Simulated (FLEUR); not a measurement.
Al: equation of state with LDA

**Measured values to compare with.**

From “The interpretation of polycrystalline coherent inelastic neutron scattering from aluminium”, 2013, pmc:3831299, for a bulk crystal of Al: bulk modulus 76.9 GPa.

The system is Al.

```
Al
1.0
     0.00000    2.02481    2.02481
     2.02481    0.00000    2.02481
     2.02481    2.02481    0.00000
Al
1
Direct
  0.00000 0.00000 0.00000
```

* Program: FLEUR MaX-R8.1 (later development tree)
* Task: equation of state
* Functional: LDA
* Potentials or basis: all-electron
* Basis: FLAPW
* Kmax: 4.1 1/bohr
* k mesh: 11 × 11 × 11
* Occupations: fermi-dirac, width 0.05 eV
* Spin: no spin polarisation

```
Equilibrium volume                      : 15.82 Å³/atom
Bulk modulus                            : 85 GPa
Pressure derivative of the bulk modulus : 4.6 (rough: it moves with the points fitted)
```

Energy against volume, from the lowest point:
```csv
volume (Å³/atom),energy (meV/atom)
15.607,0.51
15.939,0.00
16.603,9.25
17.267,29.82
17.599,43.56
```

A measured bulk modulus of Al is 76.9 GPa (quoted in “The interpretation of polycrystalline coherent inelastic neutron scattering from aluminium”, 2013, pmc:3831299); the calculated 85 GPa misses it by +11.0 %. The fit is for a static lattice scaled at fixed shape and fixed fractional positions. The cell as given is a measured one (16.60 Å³/atom); LDA puts the equilibrium volume -4.7 % from it, thermal expansion not counted.
